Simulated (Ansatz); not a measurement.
Input of an Ansatz 0.2.0 run:

input.yaml

```yaml
crystal:
  lattice:
    - [0.0, 2.269, 2.269]
    - [2.269, 0.0, 2.269]
    - [2.269, 2.269, 0.0]
  atoms:
    - { symbol: P, position: [0.75, 0.75, 0.75] }
    - { symbol: B, position: [0.0, 0.0, 0.0] }
kpoints:
  mp_grid: { grid: [10, 10, 10] }
scf:
  occupations: { method: gaussian, width: 0.03 }
hamiltonian:
  xc: pbe
  pseudopotentials: { kind: all_electron, lapw: { basis_error: 0.001 } }
output:
  forces: true
  stress: true
  eigenvalues: true
```

Potentials or basis: all-electron LAPW, scalar-relativistic.

Launch:

```sh
$ ansatz run input.yaml --threads 1 --pin off --max-ram 3072MiB --backend cpu --events-out ev --progress --plain --runs-dir out
```

Problem. Estimate the pressure.

Solution. 1.1 GPa.

Problem. Predict the band gap on the k mesh.

Solution. 1.25 eV, indirect (least direct gap 3.41 eV).

A k mesh can miss the band edges. As with any semilocal functional, this PBE gap is likely too small.
